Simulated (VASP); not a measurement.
# Ca (Im-3m) in VASP: a series of runs

One crystal, Ca, is run at these levels: PBEsol, LDA, PBE, RPBE; tasks: relaxation of cell and atoms.

Program: VASP 6.6.1. These are calculated values, not measurements. Logs are shortened: lines on timing, memory, paths and dates and some standing lists are left out, and cuts for length are marked.

## 1. The structure

The structure is cubic, space group Im-3m (No. 229). Conventional cell: a = 4.480 Å, b = 4.480 Å, c = 4.480 Å, α = 90.00°, β = 90.00°, γ = 90.00°. Ca (site symmetry m-3m) has 8 Ca at 3.88 Å as nearest neighbours.

This isn't the form of Ca at room conditions, which is fcc.

## 2. Relaxation of cell and atoms, PBEsol, target pressure 30 GPa, at which the enthalpy is minimised

INCAR

```
PREC = Accurate
ENCUT = 600
EDIFF = 1E-7
ISMEAR = -1
SIGMA = 0.05
LREAL = F
LASPH = T
NELM = 80
ALGO = Normal
ISIF = 3
LWAVE = F
LCHARG = F
GGA = PS
IBRION = 2
NSW = 40
EDIFFG = -0.01
PSTRESS = 300
```

KPOINTS

```
Automatic mesh
0
Gamma
  8 8 8
```

POSCAR

```
Ca
1.0
   -2.2400000000      2.2400000000      2.2400000000
    2.2400000000     -2.2400000000      2.2400000000
    2.2400000000      2.2400000000     -2.2400000000
Ca
1
Direct
    0.0000000000      0.0000000000      0.0000000000
```

Potentials or basis: VASP PAW PBE potentials, release 64 (Ca_sv).

Launch:

```console
> cat potpaw_PBE.64/Ca_sv/POTCAR > POTCAR
> mpirun -np 1 vasp_std > vasp.out
```

OUTCAR:

```text
PREC = Accurate
   ENCUT = 600
   EDIFF = 1E-7
   ISMEAR = -1
   LREAL = F
   LASPH = T
   NELM = 80
   ISIF = 3
   GGA = PS
   IBRION = 2
   NSW = 40
   EDIFFG = -0.01
   PSTRESS = 300

 ion  position               nearest neighbor table
   1  0.000  0.000  0.000-

  LATTYP: Found a body centered cubic cell.
 ALAT       =     4.4800000000

  Lattice vectors:

 A1 = (  -2.2400000000,   2.2400000000,   2.2400000000)
 A2 = (   2.2400000000,  -2.2400000000,   2.2400000000)
 A3 = (   2.2400000000,   2.2400000000,  -2.2400000000)

Analysis of symmetry for initial positions (statically):
=====================================================================
 Subroutine PRICEL returns:
 Original cell was already a primitive cell.

 Routine SETGRP: Setting up the symmetry group for a
 body centered cubic supercell.

 Subroutine GETGRP returns: Found 48 space group operations
 (whereof 48 operations were pure point group operations)
 out of a pool of 48 trial point group operations.

The static configuration has the point symmetry O_h .

Analysis of symmetry for dynamics (positions and initial velocities):
=====================================================================
 Subroutine PRICEL returns:
 Original cell was already a primitive cell.

 Routine SETGRP: Setting up the symmetry group for a
 body centered cubic supercell.

 Subroutine GETGRP returns: Found 48 space group operations
 (whereof 48 operations were pure point group operations)
 out of a pool of 48 trial point group operations.

The dynamic configuration has the point symmetry O_h .

 Subroutine INISYM returns: Found 48 space group operations
 (whereof 48 operations are pure point group operations),
 and found     1 'primitive' translations

----------------------------------------------------------------------------------------

                                     Primitive cell

  volume of cell :      44.9577

  direct lattice vectors                    reciprocal lattice vectors
    -2.240000000  2.240000000  2.240000000     0.000000000  0.223214286  0.223214286
     2.240000000 -2.240000000  2.240000000     0.223214286  0.000000000  0.223214286
     2.240000000  2.240000000 -2.240000000     0.223214286  0.223214286  0.000000000

  length of vectors
     3.879793809  3.879793809  3.879793809     0.315672670  0.315672670  0.315672670

  position of ions in fractional coordinates (direct lattice)
     0.000000000  0.000000000  0.000000000

  ion indices of the primitive-cell ions
   primitive index   ion index
[... 25 lines left out ...]

 Found     29 irreducible k-points:

 Following reciprocal coordinates:
            Coordinates               Weight
  0.000000  0.000000  0.000000      1.000000
  0.125000  0.000000  0.000000     12.000000
  0.250000  0.000000  0.000000     12.000000
  0.375000  0.000000  0.000000     12.000000
  0.500000  0.000000  0.000000      6.000000
  0.125000  0.125000  0.000000     24.000000
[... 16 lines left out ...]
 -0.250000  0.250000  0.250000      6.000000
 -0.375000  0.375000  0.250000     24.000000
 [... further k-points ...]
   k-points           NKPTS =     29   k-points in BZ     NKDIM =     29   number of bands    NBANDS=      9
   number of dos      NEDOS =    301   number of ions     NIONS =      1
   total plane-waves  NPLWV =  32768
   dimension x,y,z NGX =    32 NGY =   32 NGZ =   32
   dimension x,y,z NGXF=    64 NGYF=   64 NGZF=   64
   ions per type =               1
   NGX,Y,Z   is equivalent  to a cutoff of  13.71, 13.71, 13.71 a.u.
   NGXF,Y,Z  is equivalent  to a cutoff of  27.42, 27.42, 27.42 a.u.
 SYSTEM =  unknown system
   PREC   = accura    normal or accurate (medium, high low for compatibility)
   ISTART =      0    job   : 0-new  1-cont  2-samecut
   ICHARG =      2    charge: 1-file 2-atom 10-const
   ISPIN  =      1    spin polarized calculation?
   LNONCOLLINEAR =      F non collinear calculations
   LSORBIT =      F    spin-orbit coupling
   LASPH  =      T    aspherical Exc in radial PAW
   ENCUT  =  600.0 eV  44.10 Ry    6.64 a.u.   7.75  7.75  7.75*2*pi/ulx,y,z
   NELM   =     80;   NELMIN=  2; NELMDL= -5     # of ELM steps
   EDIFF  = 0.1E-06   stopping-criterion for ELM
   LREAL  =      F    real-space projection
   EDIFFG = -.1E-01   stopping-criterion for IOM
   NSW    =     40    number of steps for IOM
   IBRION =      2    ionic relax: 0-MD 1-quasi-New 2-CG
   NFREE  =      1    steps in history (QN), initial steepest desc. (CG)
   ISIF   =      3    stress and relaxation
   ISYM   =      2    0-nonsym 1-usesym 2-fastsym
   POTIM  = 0.5000    time-step for ionic-motion
   TEBEG  =    0.0;   TEEND  =   0.0 temperature during run
   PSTRESS=  300.0 pullay stress
   NELECT =      10.0000    total number of electrons
   NUPDOWN=      -1.0000    fix difference up-down
   EMIN   =  10.00;   EMAX   =-10.00  energy-range for DOS
   EFERMI =   0.00;   METHOD = LEGACY
   ISMEAR =    -1;   SIGMA  =   0.05  broadening in eV -4-tet -1-fermi 0-gaus
   EFERMI_NEDOS =   21; number of points for ismear=-14 and -15
   IALGO  =     38    algorithm
   IMIX   =      4    mixing-type and parameters
     AMIX     =   0.40;   BMIX     =  1.00
     AMIX_MAG =   1.60;   BMIX_MAG =  1.00
  volume/ion in A,a.u.               =      44.96       303.39
  Fermi-wavevector in a.u.,A,eV,Ry     =   0.991913  1.874443 13.386649  0.983891
  Thomas-Fermi vector in A             =   2.123688
   LORBIT       =      0    0 simple, 1 ext, 2 COOP (PROOUT), +10 PAW based schemes
   GGA     = PS    functional components
   LHFCALC =     F    Hartree Fock is set to
   AEXX    =    0.0000 exact exchange contribution
   IVDW    =     0    specifies the selected vdW correction
   LEPSILON=     F    determine dielectric tensor
   LRPA    =     F    only Hartree local field effects (RPA)
 conjugate gradient relaxation of ions
 non-spin polarized calculation
  energy-cutoff  :      600.00
  volume of cell :       44.96
 maximum number of plane-waves:      1509
   NGX = 15   NGY = 15   NGZ = 15

--------------------------------------- Ionic step        1  -------------------------------------------

 number of electron      10.0000000 magnetization

 Free energy of the ion-electron system (eV)
  ---------------------------------------------------
  ext. energy  EPLUGINS =         0.00000000
  ---------------------------------------------------
  free energy    TOTEN  =        -2.10050256 eV

  energy without entropy =       -2.08741411  energy(sigma->0) =       -2.09395833

 E-fermi :   1.6723     XC(G=0):  -7.6119

 val. band max:        1.6488938529   @ k =   0.5000   0.5000   0.2500
 cond. band min:       1.6848470870   @ k =   0.5000   0.5000   0.2500
 fundamental gap:      0.0359532341
 Fermi energy:         1.6722895584
[... 1066 lines left out ...]
--------------------------------------- Ionic step        6  -------------------------------------------

 number of electron      10.0000000 magnetization

 Free energy of the ion-electron system (eV)
  ---------------------------------------------------
  ext. energy  EPLUGINS =         0.00000000
  ---------------------------------------------------
  free energy    TOTEN  =        -0.96795259 eV

  energy without entropy =       -0.96417587  energy(sigma->0) =       -0.96606423

 E-fermi :   5.2613     XC(G=0): -10.3945

 val. band max:        5.2353204025   @ k =   0.3750   0.2500  -0.0000
 cond. band min:       5.4569610740   @ k =   0.5000   0.5000   0.2500
 fundamental gap:      0.2216406715
 Fermi energy:         5.2613477205
[... 320 lines left out ...]
  energy  without entropy=       -0.9641758706  energy(sigma->0) =       -0.96606423

  enthalpy is  TOTEN    =         2.9793624999 eV   P V=        3.9473150927

 reached required accuracy - stopping structural energy minimisation
```

OSZICAR:

```text
N       E                     dE             d eps       ncg     rms          rms(c)
DAV:   1     0.637661997218E+02    0.63766E+02   -0.53928E+03   522   0.111E+03
DAV:   2    -0.777648941631E+00   -0.64544E+02   -0.64257E+02   534   0.231E+02
DAV:   3    -0.205419690402E+01   -0.12765E+01   -0.12687E+01   796   0.347E+01
[... 68 lines left out ...]
DAV:   3    -0.967946751516E+00    0.31444E-04   -0.24083E-04   695   0.141E-01    0.122E-02
DAV:   4    -0.967949084928E+00   -0.23334E-05   -0.70704E-06   541   0.315E-02    0.796E-03
DAV:   5    -0.967953046002E+00   -0.39611E-05   -0.11667E-05   734   0.164E-02    0.376E-03
DAV:   6    -0.967952635841E+00    0.41016E-06   -0.63852E-07   745   0.537E-03    0.114E-03
DAV:   7    -0.967952592827E+00    0.43013E-07   -0.10153E-07   382   0.212E-03
   6 F= 0.29793625E+01 E0= 0.29812509E+01  d E =-.487384E-05
```

CONTCAR:

```text
Ca
   1.00000000000000
    -1.7402449299843725    1.7402449299843725    1.7402449299843725
     1.7402449299843725   -1.7402449299843725    1.7402449299843725
     1.7402449299843725    1.7402449299843725   -1.7402449299843725
  Ca
     1
Direct
     0.0000000000000000    0.0000000000000000    1.0000000000000000

  0.00000000E+00  0.00000000E+00  0.00000000E+00
```

It took 30 s on 1 thread of Intel Xeon 6975P-C (Granite Rapids), shared host; peak memory 0.21 GiB.

What came out:

```
Free energy                                            : -0.9680 eV
Relaxed volume                                         : 21.08 Å³/atom
Relaxed cell                                           : a = 3.014 Å, b = 3.014 Å, c = 3.014 Å, α = 109.47°, β = 109.47°, γ = 109.47°
Space group after relaxing (to 0.05 Å)                 : Im-3m (No. 229)
Energy change on relaxing (the enthalpy is what falls) : +1132.6 meV/atom
Ionic steps                                            : 6
Pressure after relaxing                                : 29.9 GPa
Band gap on the k mesh                                 : none (metal or under the smearing width)
```

The path:
| step | energy change (eV) | largest force (eV/Å) | pressure (GPa) | volume (Å³) |
| --- | --- | --- | --- | --- |
| 1 | 0.0000 | 0.0000 | -1.52 | 44.96 |
| 2 | 7.9490 | 0.0000 | 244.47 | 8.47 |
| 3 | 0.8022 | 0.0000 | 22.29 | 23.12 |
| 4 | 1.0734 | 0.0000 | 28.57 | 21.41 |
| 5 | 1.1390 | 0.0000 | 30.09 | 21.05 |
| 6 | 1.1326 | 0.0000 | 29.94 | 21.08 |

Final structure:
```yaml
crystal:
  lattice:
    - [-1.74024, 1.74024, 1.74024]
    - [1.74024, -1.74024, 1.74024]
    - [1.74024, 1.74024, -1.74024]
  atoms:
    - { symbol: Ca, position: [0.00000, 0.00000, 0.00000] }
```

Caveat: the cell is relaxed towards a set pressure, so the enthalpy falls and the energy may rise; the volume moved by over 15 % at a fixed basis, so the end points are rough; the PAW data sets were made with another functional, which shifts forces and pressure a little.

## 3. Relaxation of cell and atoms, LDA

INCAR

```
SYSTEM = Ca
ALGO = Normal
EDIFF = 1E-6
EDIFFG = -0.02
ENCUT = 600
GGA = CA
IBRION = 2
ISIF = 3
ISMEAR = -1
LASPH = .TRUE.
LCHARG = .FALSE.
LREAL = .FALSE.
LWAVE = .FALSE.
NELM = 60
NSW = 40
PREC = Accurate
SIGMA = 0.05
```

KPOINTS

```
k-points
0
G
  8 8 8
  0 0 0
```

POSCAR is that of step 2.

Potentials or basis: VASP PAW LDA potentials, release 64 (Ca_sv).

Launch:

```console
> cat potpaw_LDA.64/Ca_sv/POTCAR > POTCAR
> mpirun -np 1 vasp_std > vasp.out
```

It took 14 s on 1 thread of Intel Xeon 6975P-C (Granite Rapids), shared host; peak memory 0.17 GiB.

It converged, with:

| Property | Result |
| --- | --- |
| Free energy | -2.2004 eV |
| Relaxed volume | 37.56 Å³/atom |
| Relaxed cell | a = 3.654 Å, b = 3.654 Å, c = 3.654 Å, α = 109.47°, β = 109.47°, γ = 109.47° |
| Space group after relaxing (to 0.05 Å) | Im-3m (No. 229) |
| Energy gained by relaxing | 64.4 meV/atom |
| Ionic steps | 4 |
| Pressure after relaxing | 0.0 GPa |
| Band gap on the k mesh | none (metal or under the smearing width) |

Step by step:
```csv
step,energy change (eV),largest force (eV/Å),pressure (GPa),volume (Å³)
1,0.0000,0.0000,-2.48,44.96
2,-0.0519,0.0000,-1.25,40.58
3,-0.0643,0.0000,-0.10,37.78
4,-0.0644,0.0000,0.02,37.56
```

Final structure:
```cif
data_structure
_symmetry_space_group_name_H-M 'P 1'
_symmetry_Int_Tables_number 1
_cell_length_a 3.6541
_cell_length_b 3.6541
_cell_length_c 3.6541
_cell_angle_alpha 109.471
_cell_angle_beta 109.471
_cell_angle_gamma 109.471
_cell_volume 37.56
loop_
_atom_site_label
_atom_site_type_symbol
_atom_site_fract_x
_atom_site_fract_y
_atom_site_fract_z
_atom_site_occupancy
Ca1 Ca 0.00000 0.00000 0.00000 1
```

Levels at points of the mesh, in eV from the Fermi level:
```csv
k point,band 3,band 4,band 5,band 6,band 7,band 8
"(0.00, 0.00, 0.00)",-22.47,-22.47,-4.24,2.36,2.36,2.36
"(0.50, 0.00, 0.00)",-22.55,-22.48,-0.99,0.19,1.29,3.48
"(0.50, 0.50, 0.50)",-22.63,-22.63,-0.10,-0.10,4.45,4.45
```

Caveat: the volume moved by over 15 % at a fixed basis, so the end points are rough. Zero-point motion and thermal expansion aren't in these numbers.

## 4. Relaxation of cell and atoms, PBE

INCAR, as its differences from that of step 3:

```diff
@@ -5,3 +5,3 @@
 ENCUT = 600
-GGA = CA
+GGA = PE
 IBRION = 2
```

KPOINTS is that of step 3.

POSCAR is that of step 3.

Potentials or basis: VASP PAW PBE potentials, release 64 (Ca_sv).

Launch:

```console
> cat potpaw_PBE.64/Ca_sv/POTCAR > POTCAR
> mpirun -np 1 vasp_std > vasp.out
```

Wall time 15 s (1 thread of Intel Xeon 6975P-C (Granite Rapids), shared host); peak memory 0.19 GiB.

Results (log left out):

* Free energy: -1.9181 eV
* Relaxed volume: 42.19 Å³/atom
* Relaxed cell: a = 3.798 Å, b = 3.798 Å, c = 3.798 Å, α = 109.47°, β = 109.47°, γ = 109.47°
* Space group after relaxing (to 0.05 Å): Im-3m (No. 229)
* Energy gained by relaxing: 8.3 meV/atom
* Ionic steps: 3
* Pressure after relaxing: 0.0 GPa
* Band gap on the k mesh: none (metal or under the smearing width)

Step by step:
| step | energy change (eV) | largest force (eV/Å) | pressure (GPa) | volume (Å³) |
| --- | --- | --- | --- | --- |
| 1 | 0.0000 | 0.0000 | -0.96 | 44.96 |
| 2 | -0.0072 | 0.0000 | -0.37 | 43.23 |
| 3 | -0.0083 | 0.0000 | 0.02 | 42.19 |

Final structure:
```
Ca
1.0
    -2.19298    2.19298    2.19298
     2.19298   -2.19298    2.19298
     2.19298    2.19298   -2.19298
Ca
1
Direct
  0.00000 0.00000 0.00000
```

Levels at points of the mesh, in eV from the Fermi level:
```csv
k point,band 1,band 2,band 3,band 4,band 5,band 6,band 7,band 8,band 9
"(0.00, 0.00, 0.00)",-42.03,-22.95,-22.95,-22.95,-4.05,2.32,2.32,2.32,3.37
"(0.50, 0.00, 0.00)",-42.02,-23.09,-23.00,-22.95,-0.89,-0.01,1.36,3.27,3.65
"(0.50, 0.50, 0.50)",-42.01,-23.05,-23.05,-23.05,0.07,0.07,3.94,3.94,3.94
```

## 5. Relaxation of cell and atoms, PBEsol

INCAR, as its differences from that of step 4:

```diff
@@ -5,3 +5,3 @@
 ENCUT = 600
-GGA = PE
+GGA = PS
 IBRION = 2
```

KPOINTS is that of step 4.

POSCAR is that of step 4.

Launch:

```console
> cat potpaw_PBE.64/Ca_sv/POTCAR > POTCAR
> mpirun -np 1 vasp_std > vasp.out
```

Wall time 15 s (1 thread of Intel Xeon 6975P-C (Granite Rapids), shared host); peak memory 0.19 GiB.

It converged, with:

| Quantity | Value |
| --- | --- |
| Free energy | -2.1231 eV |
| Relaxed volume | 40.53 Å³/atom |
| Relaxed cell | a = 3.748 Å, b = 3.748 Å, c = 3.748 Å, α = 109.47°, β = 109.47°, γ = 109.47° |
| Space group after relaxing (to 0.05 Å) | Im-3m (No. 229) |
| Energy gained by relaxing | 22.6 meV/atom |
| Ionic steps | 3 |
| Pressure after relaxing | 0.0 GPa |
| Band gap on the k mesh | none (metal or under the smearing width) |

The path:
```tsv
step	energy change (eV)	largest force (eV/Å)	pressure (GPa)	volume (Å³)
1	0.0000	0.0000	-1.53	44.96
2	-0.0189	0.0000	-0.66	42.22
3	-0.0226	0.0000	-0.02	40.53
```

Final structure:
```yaml
crystal:
  lattice:
    - [-2.16390, 2.16390, 2.16390]
    - [2.16390, -2.16390, 2.16390]
    - [2.16390, 2.16390, -2.16390]
  atoms:
    - { symbol: Ca, position: [0.00000, 0.00000, 0.00000] }
```

Levels at points of the mesh, in eV from the Fermi level:
```csv
k point,band 2,band 3,band 4,band 5,band 6,band 7,band 8,band 9
"(0.00, 0.00, 0.00)",-22.75,-22.75,-22.75,-4.13,2.36,2.36,2.36,3.48
"(0.50, 0.00, 0.00)",-22.91,-22.80,-22.74,-0.92,0.03,1.35,3.38,3.77
"(0.50, 0.50, 0.50)",-22.86,-22.86,-22.86,0.02,0.02,4.09,4.09,4.09
```

Caveat: the PAW data sets were made with another functional, which shifts forces and pressure a little.

## 6. Relaxation of cell and atoms, RPBE

INCAR, as its differences from that of step 5:

```diff
@@ -5,3 +5,3 @@
 ENCUT = 600
-GGA = PS
+GGA = RP
 IBRION = 2
```

KPOINTS is that of step 5.

POSCAR is that of step 5.

Potentials or basis: VASP PAW PBE potentials, release 64 (Ca_sv).

Launch:

```console
> cat potpaw_PBE.64/Ca_sv/POTCAR > POTCAR
> mpirun -np 1 vasp_std > vasp.out
```

Wall time 9.8 s (1 thread of Intel Xeon 6975P-C (Granite Rapids), shared host); peak memory 0.18 GiB.

Results (log left out):

| Property | Result |
| --- | --- |
| Free energy | -1.7334 eV |
| Relaxed volume | 44.73 Å³/atom |
| Relaxed cell | a = 3.873 Å, b = 3.873 Å, c = 3.873 Å, α = 109.47°, β = 109.47°, γ = 109.47° |
| Space group after relaxing (to 0.05 Å) | Im-3m (No. 229) |
| Energy gained by relaxing | 0.1 meV/atom |
| Ionic steps | 2 |
| Pressure after relaxing | 0.0 GPa |
| Band gap on the k mesh | none (metal or under the smearing width) |

Step by step:
| step | energy change (eV) | largest force (eV/Å) | pressure (GPa) | volume (Å³) |
| --- | --- | --- | --- | --- |
| 1 | 0.0000 | 0.0000 | -0.13 | 44.96 |
| 2 | -0.0001 | 0.0000 | -0.05 | 44.73 |

Final structure:
```xyz
1
Lattice="-2.2362 2.2362 2.2362 2.2362 -2.2362 2.2362 2.2362 2.2362 -2.2362" Properties=species:S:1:pos:R:3 pbc="T T T"
Ca    0.0000    0.0000    0.0000
```

Levels at points of the mesh, in eV from the Fermi level:
```
           k point  band 3  band 4  band 5  band 6  band 7  band 8
(0.00, 0.00, 0.00)  -23.15  -23.15   -3.93    2.29    2.29    2.29
(0.50, 0.00, 0.00)  -23.19  -23.15   -0.82   -0.07    1.39    3.18
(0.50, 0.50, 0.50)  -23.24  -23.24    0.15    0.15    3.73    3.73
```

Caveat: the PAW data sets were made with another functional, which shifts forces and pressure a little.

## 7. For comparison

An earlier run on the cell as given: functional PBE; potentials or basis VASP PAW PBE potentials, release 64 (Ca_sv); cutoff 520 eV; k mesh 8 × 8 × 8; occupations fermi-dirac, width 0.05 eV; no spin polarisation.

- Pressure: -1.0 GPa
- Band gap on the k mesh: none (metal or under the smearing width)

## 8. Summary

| task | level | potentials or basis | cell | cutoff (eV) | target pressure | gap on the mesh (eV) | pressure (GPa) | relaxed volume (Å³/atom) |
| --- | --- | --- | --- | --- | --- | --- | --- | --- |
| relaxation of cell and atoms | PBEsol | VASP PAW PBE potentials, release 64 (Ca_sv) | relaxed to 30 GPa | 600 | 30 GPa | none | 29.9 | - |
| relaxation of cell and atoms | LDA | VASP PAW LDA potentials, release 64 (Ca_sv) | relaxed | 600 | - | none | 0.0 | 37.56 |
| relaxation of cell and atoms | PBE | VASP PAW PBE potentials, release 64 (Ca_sv) | relaxed | 600 | - | none | 0.0 | 42.19 |
| relaxation of cell and atoms | PBEsol | VASP PAW PBE potentials, release 64 (Ca_sv) | relaxed | 600 | - | none | 0.0 | 40.53 |
| relaxation of cell and atoms | RPBE | VASP PAW PBE potentials, release 64 (Ca_sv) | relaxed | 600 | - | none | 0.0 | 44.73 |
| single point | PBE | VASP PAW PBE potentials, release 64 (Ca_sv) | as given | 520 | - | none | -1.0 | - |

Alike in all rows: no spin polarisation; k mesh 8 × 8 × 8; smearing fermi-dirac 0.05 eV.

Caveats: the PAW data sets were made with another functional, which shifts forces and pressure a little (some runs); the volume moved by over 15 % at a fixed basis, so the end points are rough (some runs); the cell is relaxed towards a set pressure, so the enthalpy falls and the energy may rise (some runs).

Total energies depend on the potentials used, so only differences within one code and one set of settings carry meaning.
